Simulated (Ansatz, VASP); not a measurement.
## Ag: VASP beside Ansatz

```
CELL_PARAMETERS angstrom
0.00000 2.00224 2.04310
2.04310 0.00000 2.04310
2.04310 2.00224 0.00000
ATOMIC_POSITIONS crystal
Ag 0.00000 0.00000 0.00000
```

Change from the starting cell: strain -0.0200 x Voigt [0, 1, 0, 0, 0, 0], atoms carried along.

Alike in both runs: task single point; functional PBE; k mesh 20 × 20 × 20; occupations gaussian, width 0.15 eV; no spin polarisation.

```csv
,VASP,Ansatz
version,VASP 6.6.1,Ansatz 0.2.0
potentials or method,"VASP PAW PBE potentials, release 64 (Ag)","scalar-relativistic, plane waves, PAW"
plane-wave cutoff (eV),520,420
valence electrons in the cell,11,19
```

|  | VASP | Ansatz | Ansatz less VASP |
| --- | --- | --- | --- |
| gap on the k mesh at the Fermi level (eV) | none | none | - |
| pressure (GPa) | 7.1 | 7.2 | +0.15 |
| largest component of the traceless stress (GPa) | 0.53 | 0.53 | +0.005 |

A gap of «none» marks a metal or a gap that the smearing closes. The two sets of potentials don't hold the same shells in valence.
